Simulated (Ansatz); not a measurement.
What does this script print? It uses Ansatz's Python interface.

`plus_u.py`
```python
# -*- coding: utf-8 -*-
"""DFT+U scan for IrO2."""

import ansatz
import numpy as np


def count_gap(report):
    # lowest empty less highest filled band, counting bands; zero where they overlap
    return max(report.get("gap_by_band_count_ev") or 0.0, 0.0)

iro2 = (
    ansatz.Lattice.from_parameters(4.5051, 4.5051, 3.1586, alpha=90, beta=90, gamma=90)
    .space_group(136, hermann_mauguin="P42/mnm")
    .atom("Ir", (0.0, 0.0, 0.0))
    .atom("O", (0.3077, 0.3077, 0.0))
)

setup = (
    iro2.calculation()
    .functional(ansatz.Functional.PBE)
    .basis(470)
    .kpoints(6, 6, 8)
    .occupations("fermi_dirac", width=0.05)
    .scf(tolerance=1e-10)
    .band_table()
)
rows = []
for u in [0.0, 2.0, 4.0, 6.0]:
    report = setup.hubbard("Ir", "d", u_eff=u).run(threads=1, pin="off").report
    shell = report["hubbard"]["n_scf"]
    rows.append((u, count_gap(report), sum(shell) / len(shell), report["n_iterations"]))
lines = [",".join(["U_eff eV", "gap by band count eV", "Ir d occupation (projector)", "iterations"])] + [",".join(f"{v:.4f}" if isinstance(v, float) else str(v) for v in row) for row in rows]
print("\n".join(lines))
with open("plus_u.csv", "w") as handle:
    handle.write("\n".join(lines) + "\n")
```

`python plus_u.py` gives:
```text
U_eff eV,gap by band count eV,Ir d occupation (projector),iterations
0.0000,0.0000,7.0701,10
2.0000,0.0000,7.0878,11
4.0000,0.0000,7.1017,11
6.0000,0.0000,7.1116,11
```

Reading the output:
- The run is spin-unpolarised.
- For a metal this k-point mesh is coarse: on a finer one energies can move by several to tens of meV an atom and pressures by half a GPa or more, differences at one mesh by less.
- A gap by band count of zero or less means overlapping bands, a metal.
- A Hubbard U without spin forces both spins into the same orbitals, which can open a gap or pick a state that a spin-polarised run wouldn't.
- The starting cell is as deposited in a crystallographic database; the results hold for this polymorph, which needn't be the stable one.
- Gaps and levels are Kohn-Sham values on a finite set of k-points, without spin-orbit coupling.
- Shell occupations and the effect of U depend on the projectors; a run with no .spin step is spin-unpolarised, and each U may end in a state that isn't the lowest.
- Hardware and time: 19 s on 1 thread of Intel(R) Xeon(R) Processor @ 2.30GHz, with other jobs on the host, peak memory 0.59 GiB.
